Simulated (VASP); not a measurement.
# Si2Ni (Fm-3m) in VASP: notebook, part 2 of 2

VASP 6.6.1. The steps go on from the part before.

### 3 Relaxation of cell and atoms, LDA, collinear spin, ferromagnetic start

Input file INCAR:

```
SYSTEM = Si2Ni
  PREC = Accurate
  ENCUT = 600
  EDIFF = 1E-7
  ISMEAR = -1
  SIGMA = 0.05
  LREAL = .False.
  LASPH = .True.
  NELM = 150
  ALGO = Fast
  ISIF = 3
  LWAVE = .False.
  LCHARG = .False.
  ISPIN = 2
  MAGMOM = 1 0 0
  LORBIT = 11
  LMAXMIX = 4
  IBRION = 2
  NSW = 40
  EDIFFG = -0.01
```

Input file KPOINTS:

```
regular mesh
0
Gamma
  8 8 8
  0 0 0
```

Input file POSCAR:

```
Si2Ni
1.0
    0.0000000000      2.7030000000      2.7030000000
    2.7030000000      0.0000000000      2.7030000000
    2.7030000000      2.7030000000      0.0000000000
Ni Si
1 2
Direct
    0.0000000000      0.0000000000      0.0000000000
    0.7500000000      0.7500000000      0.7500000000
    0.2500000000      0.2500000000      0.2500000000
```

Potentials or basis: VASP PAW LDA potentials, release 64 (Ni, Si).

Started as:

```
$ cat potpaw_LDA.64/Ni/POTCAR potpaw_LDA.64/Si/POTCAR > POTCAR
$ mpirun -np 1 vasp_std > vasp.out
```

OUTCAR:

```text
SYSTEM = Si2Ni
   PREC = Accurate
   ENCUT = 600
   EDIFF = 1E-7
   ISMEAR = -1
   LREAL = .False.
   LASPH = .True.
   NELM = 150
   ISIF = 3
   ISPIN = 2
   LORBIT = 11
   IBRION = 2
   NSW = 40
   EDIFFG = -0.01

 ion  position               nearest neighbor table
   1  0.000  0.000  0.000-   2 2.34   2 2.34   3 2.34   3 2.34   2 2.34   2 2.34   3 2.34   3 2.34

   2  0.750  0.750  0.750-   1 2.34   1 2.34   1 2.34   1 2.34   3 2.70   3 2.70   3 2.70   3 2.70
                             3 2.70   3 2.70
   3  0.250  0.250  0.250-   1 2.34   1 2.34   1 2.34   1 2.34   2 2.70   2 2.70   2 2.70   2 2.70
                             2 2.70   2 2.70

  LATTYP: Found a face centered cubic cell.
 ALAT       =     5.4060000000

  Lattice vectors:

 A1 = (   0.0000000000,   2.7030000000,   2.7030000000)
 A2 = (   2.7030000000,   0.0000000000,   2.7030000000)
 A3 = (   2.7030000000,   2.7030000000,   0.0000000000)

Analysis of symmetry for initial positions (statically):
=====================================================================
 Subroutine PRICEL returns:
 Original cell was already a primitive cell.

 Routine SETGRP: Setting up the symmetry group for a
 face centered cubic supercell.

 Subroutine GETGRP returns: Found 48 space group operations
 (whereof 48 operations were pure point group operations)
 out of a pool of 48 trial point group operations.

The static configuration has the point symmetry O_h .

Analysis of symmetry for dynamics (positions and initial velocities):
=====================================================================
 Subroutine PRICEL returns:
 Original cell was already a primitive cell.

 Routine SETGRP: Setting up the symmetry group for a
 face centered cubic supercell.

 Subroutine GETGRP returns: Found 48 space group operations
 (whereof 48 operations were pure point group operations)
 out of a pool of 48 trial point group operations.

The dynamic configuration has the point symmetry O_h .

Analysis of structural, dynamic, and magnetic symmetry:
=====================================================================
 Subroutine PRICEL returns:
 Original cell was already a primitive cell.

 Routine SETGRP: Setting up the symmetry group for a
 face centered cubic supercell.

[... 163 lines left out ...]
  Direction    XX          YY          ZZ          XY          YZ          ZX
  --------------------------------------------------------------------------------------
  -------------------------------------------------------------------------------------
  Total       -1.1744334     -1.1744334     -1.1744334      0.0000000      0.0000000     -0.0000000
  in kB      -47.6399010    -47.6399010    -47.6399010      0.0000000      0.0000000     -0.0000000
  external PRESSURE =     -47.6399010 kB  Pullay stress =       0.0000000 kB
[... 65 lines left out ...]
 number of electron      18.0000007 magnetization       0.0000067

 number of electron      18.0000007 magnetization      -0.0000001

 Free energy of the ion-electron system (eV)
  ---------------------------------------------------
  ext. energy  EPLUGINS =         0.00000000
  ---------------------------------------------------
  free energy    TOTEN  =       -19.90046054 eV

  energy without entropy =      -19.89070819  energy(sigma->0) =      -19.89558436

 E-fermi :  10.7359     XC(G=0): -11.9037

 val. band max:       10.7098606185   @ k =   0.0000   0.0000   0.0000
 cond. band min:      10.8012262217   @ k =   0.3750   0.2500   0.0000
 fundamental gap:      0.0913656032
 Fermi energy:        10.7359162546

 spin component 1

 k-point     1 :       0.0000    0.0000    0.0000
  band No.  band energies     occupation
      1      -3.2759      1.00000
      2       5.3786      1.00000
      3       5.3786      1.00000
      4       5.3786      1.00000
      5       7.1026      1.00000
      6       7.1026      1.00000
      7      10.7099      0.62741
      8      12.5741      0.00000
      9      12.5741      0.00000
     10      12.5741      0.00000
     11      13.0705      0.00000
     12      13.0705      0.00000
     13      13.0705      0.00000
     14      15.5947      0.00000
[... 379 lines left out ...]
      3       5.0080      1.00000
      4       5.4643      1.00000
      5       6.3262      1.00000
      6       7.0772      1.00000
      7       7.1922      1.00000
      8       7.9987      1.00000
      9       8.6162      1.00000
     10      12.0739      0.00000
     11      12.9849      0.00000
     12      16.2522      0.00000
     13      16.5099      0.00000
     14      17.6296      0.00000

 [... further k-points ...]

 spin component 2

 k-point     1 :       0.0000    0.0000    0.0000
  band No.  band energies     occupation
      1      -3.2759      1.00000
      2       5.3786      1.00000
      3       5.3786      1.00000
      4       5.3786      1.00000
      5       7.1026      1.00000
      6       7.1026      1.00000
      7      10.7099      0.62741
      8      12.5741      0.00000
      9      12.5741      0.00000
     10      12.5741      0.00000
     11      13.0705      0.00000
     12      13.0705      0.00000
     13      13.0705      0.00000
     14      15.5947      0.00000
[... 421 lines left out ...]
  FREE ENERGIE OF THE ION-ELECTRON SYSTEM (eV)
  ---------------------------------------------------
  free  energy   TOTEN  =       -19.9004605410 eV

  energy  without entropy=      -19.8907081864  energy(sigma->0) =      -19.89558436

 reached required accuracy - stopping structural energy minimisation

 total charge

# of ion       s       p       d       tot
------------------------------------------
    1        0.581   0.853   8.484   9.918
    2        0.742   0.873   0.000   1.615
    3        0.742   0.873   0.000   1.615
--------------------------------------------------
tot          2.064   2.600   8.484  13.148

 magnetization (x)

# of ion       s       p       d       tot
------------------------------------------
    1        0.000   0.000  -0.000   0.000
    2       -0.000   0.000   0.000   0.000
    3       -0.000   0.000   0.000   0.000
--------------------------------------------------
tot          0.000   0.000  -0.000   0.000
```

OSZICAR:

```text
N       E                     dE             d eps       ncg     rms          rms(c)
DAV:   1     0.746344212955E+02    0.74634E+02   -0.83750E+03  1624   0.143E+03
DAV:   2    -0.168733915213E+02   -0.91508E+02   -0.85222E+02  1672   0.259E+02
DAV:   3    -0.216998437445E+02   -0.48265E+01   -0.47160E+01  2112   0.639E+01
DAV:   4    -0.217988343476E+02   -0.98991E-01   -0.98715E-01  1954   0.840E+00
[... 39 lines left out ...]
RMM:   8    -0.199004597575E+02   -0.54599E-05   -0.70921E-05  1690   0.706E-02    0.143E-02
RMM:   9    -0.199004607871E+02   -0.10296E-05   -0.12847E-05  1794   0.325E-02    0.950E-03
RMM:  10    -0.199004604554E+02    0.33165E-06   -0.29027E-06  1624   0.197E-02    0.246E-03
RMM:  11    -0.199004605410E+02   -0.85575E-07   -0.96859E-07  1427   0.673E-03
   3 F= -.19900461E+02 E0= -.19895584E+02  d E =-.188799E-01  mag=    -0.0000
```

Wall time 60 s (1 thread of Intel Xeon Platinum 8488C (Sapphire Rapids), shared host); peak memory 0.19 GiB.

Results:

- Free energy: -19.9005 eV
- Relaxed volume: 12.75 Å³/atom
- Relaxed cell: a = 3.782 Å, b = 3.782 Å, c = 3.782 Å, α = 60.00°, β = 60.00°, γ = 60.00°
- Space group after relaxing (to 0.05 Å): Fm-3m (No. 225)
- Energy gained by relaxing: 6.3 meV/atom
- Ionic steps: 3
- Pressure after relaxing: 0.0 GPa
- Band gap on the k mesh: none (metal or under the smearing width)
- Net moment: 0.00 μB per cell
- Valence electrons inside the program's atomic spheres: Ni 9.92; Si 1.61

Step by step:
```csv
step,energy change (eV),largest force (eV/Å),pressure (GPa),volume (Å³)
1,0.0000,0.0000,-4.76,39.50
2,-0.0067,0.0000,4.33,37.30
3,-0.0189,0.0000,0.01,38.25
```

Final structure:
```
CELL_PARAMETERS angstrom
0.00000 2.67431 2.67431
2.67431 0.00000 2.67431
2.67431 2.67431 0.00000
ATOMIC_POSITIONS crystal
Ni 0.00000 0.00000 0.00000
Si 0.75000 0.75000 0.75000
Si 0.25000 0.25000 0.25000
```

### 4 Relaxation of cell and atoms, PBE+D3(BJ), collinear spin, ferromagnetic start

Input file INCAR:

```
PREC     = Accurate       # precision mode
ENCUT    = 600            # plane-wave cutoff, eV
EDIFF    = 1E-6           # SCF threshold, eV
ISMEAR   = -1             # smearing method
SIGMA    = 0.05           # smearing width, eV
LREAL    = False          # projectors in reciprocal space
LASPH    = True           # aspherical terms in the spheres
NELM     = 150            # most SCF steps
ALGO     = Normal         # electronic algorithm
ISIF     = 3              # what is computed and relaxed
LWAVE    = False          # write WAVECAR
LCHARG   = False          # write CHGCAR
ISPIN    = 2              # spin polarisation
MAGMOM   = 1 0 0          # initial moments
LORBIT   = 11             # projections on sites
LMAXMIX  = 4              # l up to which the mixer works
GGA      = PE             # functional
IVDW     = 12             # dispersion correction
IBRION   = 2              # ionic algorithm
NSW      = 40             # ionic steps
EDIFFG   = -0.01          # ionic threshold
```

Input file KPOINTS:

```
regular mesh
0
Gamma
  8 8 8
```

POSCAR is that of step 3.

Potentials or basis: VASP PAW PBE potentials, release 64 (Ni, Si).

Started as:

```
$ cat potpaw_PBE.64/Ni/POTCAR potpaw_PBE.64/Si/POTCAR > POTCAR
$ mpirun -np 1 vasp_std > vasp.out
```

Run time: 46 s. Hardware: 1 thread of Intel Xeon 6975P-C (Granite Rapids), shared host; peak memory 0.23 GiB.

The run converged. Its results:

| Property | Result |
| --- | --- |
| Free energy | -18.7004 eV |
| Relaxed volume | 12.94 Å³/atom |
| Relaxed cell | a = 3.800 Å, b = 3.800 Å, c = 3.800 Å, α = 60.00°, β = 60.00°, γ = 60.00° |
| Space group after relaxing (to 0.05 Å) | Fm-3m (No. 225) |
| Energy gained by relaxing | 1.7 meV/atom |
| Ionic steps | 4 |
| Pressure after relaxing | 0.1 GPa |
| Band gap on the k mesh | none (metal or under the smearing width) |
| Net moment | 0.00 μB per cell |
| Valence electrons inside the program's atomic spheres | Ni 9.85; Si 1.59 |
| Dispersion energy per atom | -0.453 eV |

Step by step:
```
step  energy change (eV)  largest force (eV/Å)  pressure (GPa)  volume (Å³)
   1              0.0000                0.0000           -2.52        39.50
   2             -0.0018                0.0000            2.13        38.33
   3             -0.0050                0.0000           -0.15        38.85
   4             -0.0050                0.0000            0.09        38.81
```

Final structure:
```yaml
crystal:
  lattice:
    - [0.00000, 2.68728, 2.68728]
    - [2.68728, 0.00000, 2.68728]
    - [2.68728, 2.68728, 0.00000]
  atoms:
    - { symbol: Ni, position: [0.00000, 0.00000, 0.00000] }
    - { symbol: Si, position: [0.75000, 0.75000, 0.75000] }
    - { symbol: Si, position: [0.25000, 0.25000, 0.25000] }
```

Levels at points of the mesh, in eV from the Fermi level:
Spin up:
```csv
k point,band 6,band 7,band 8,band 9,band 10,band 11,band 12,band 13
"(0.00, 0.00, 0.00)",-3.54,-0.07,1.80,1.80,1.80,2.35,2.35,2.35
"(0.50, 0.00, 0.00)",-3.34,-3.34,-1.40,-1.40,1.89,1.89,1.91,2.80
"(0.50, 0.50, 0.00)",-3.62,-3.62,-3.45,-3.12,-0.33,1.46,7.82,8.54
```
Spin down:
| k point | band 6 | band 7 | band 8 | band 9 | band 10 | band 11 | band 12 | band 13 |
| --- | --- | --- | --- | --- | --- | --- | --- | --- |
| (0.00, 0.00, 0.00) | -3.54 | -0.07 | 1.80 | 1.80 | 1.80 | 2.35 | 2.35 | 2.35 |
| (0.50, 0.00, 0.00) | -3.34 | -3.34 | -1.40 | -1.40 | 1.89 | 1.89 | 1.91 | 2.80 |
| (0.50, 0.50, 0.00) | -3.62 | -3.62 | -3.45 | -3.12 | -0.33 | 1.46 | 7.82 | 8.54 |

Caveat: pairwise dispersion overbinds metals, which lowers pressure and volume.
